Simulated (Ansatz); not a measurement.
Space group F-43m (No. 216). a = 4.548 Å, b = 4.548 Å, c = 4.548 Å, α = 90.00°, β = 90.00°, γ = 90.00°
| atom | site | symmetry | x | y | z |
| --- | --- | --- | --- | --- | --- |
| Ga | 4a | -43m | 0.0000 | 0.0000 | 0.0000 |
| N | 4c | -43m | 0.2500 | 0.2500 | 0.2500 |

Equation of state of this GaN structure (not necessarily the ground state), with shape and atoms relaxed at each volume where symmetry leaves them free. These are results of DFT PBE, scalar-relativistic, plane waves, PAW in Ansatz, not measurements.

Cutoff 420 eV; k points 10×10×10 on the computed 2-atom cell (Γ-centred); Gaussian smearing, width 0.02 eV; no spin polarisation.

```json
{"V (Å³/atom)": "10.351", "E − E(largest V) (meV/atom)": "61.40", "P (GPa)": "29.13", "gap on mesh (eV)": "2.36"}
{"V (Å³/atom)": "10.704", "E − E(largest V) (meV/atom)": "7.64", "P (GPa)": "19.98", "gap on mesh (eV)": "2.14"}
{"V (Å³/atom)": "11.057", "E − E(largest V) (meV/atom)": "-27.60", "P (GPa)": "12.21", "gap on mesh (eV)": "1.94"}
{"V (Å³/atom)": "11.410", "E − E(largest V) (meV/atom)": "-47.03", "P (GPa)": "5.61", "gap on mesh (eV)": "1.74"}
{"V (Å³/atom)": "11.763", "E − E(largest V) (meV/atom)": "-53.02", "P (GPa)": "0.00", "gap on mesh (eV)": "1.54"}
{"V (Å³/atom)": "12.116", "E − E(largest V) (meV/atom)": "-47.65", "P (GPa)": "-4.76", "gap on mesh (eV)": "1.35"}
{"V (Å³/atom)": "12.468", "E − E(largest V) (meV/atom)": "-32.59", "P (GPa)": "-8.80", "gap on mesh (eV)": "1.17"}
{"V (Å³/atom)": "12.939", "E − E(largest V) (meV/atom)": "0.00", "P (GPa)": "-13.24", "gap on mesh (eV)": "0.94"}
```

Problem. Fit a third-order Birch–Murnaghan equation to E(V).

Solution. V0 = 11.76 Å³/atom, B0 = 172 GPa, B0' = 4.4.

This zinc-blende form isn't the usual stable structure of the compound.